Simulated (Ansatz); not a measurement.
The system is Sb.

```xyz
1
Lattice="-1.5765 1.5765 2.7119 1.5765 -1.5765 2.7119 1.5765 1.5765 -2.7119" Properties=species:S:1:pos:R:3 pbc="T T T"
Sb    0.0000    0.0000    0.0000
```

This isn't the form of Sb at room conditions, which is rhombohedral.

| Quantity | Value |
| --- | --- |
| Program | Ansatz 0.2.0 |
| Task | relaxation of cell and atoms |
| Functional | PBE |
| Potentials or basis | Ansatz PAW |
| Cutoff | 420 eV (not typed: the program's choice for these potentials) |
| k mesh | 12 × 12 × 12 |
| Occupations | fermi-dirac, width 0.05 eV |
| Spin | no spin polarisation |

At the start: volume 26.96 Å³/atom.

Q: How do energy, volume and symmetry change on relaxing?

A: It ends after 7 steps and the volume is 27.60 Å³/atom (+2.4 %); space group I4/mmm (No. 139, to 0.05 Å).

Step by step:
| step | energy change (eV) | largest force (eV/Å) | volume (Å³) |
| --- | --- | --- | --- |
| 1 | 0.0000 | 0.0000 | 26.96 |
| 2 | -0.0036 | 0.0000 | 28.04 |
| 3 | -0.0046 | 0.0000 | 27.75 |
| 4 | -0.0050 | 0.0000 | 27.62 |
| 5 | -0.0057 | 0.0000 | 27.57 |
| 6 | -0.0062 | 0.0000 | 27.60 |
| 7 | -0.0063 | 0.0000 | 27.60 |

Final structure:
```
CELL_PARAMETERS angstrom
-1.61154 1.61154 2.65729
1.61154 -1.61154 2.65729
1.61154 1.61154 -2.65729
ATOMIC_POSITIONS crystal
Sb 0.00000 0.00000 0.00000
```

Caveat: the plane-wave basis is chosen anew once the cell has moved, so the energies of steps on either side of that aren't comparable.
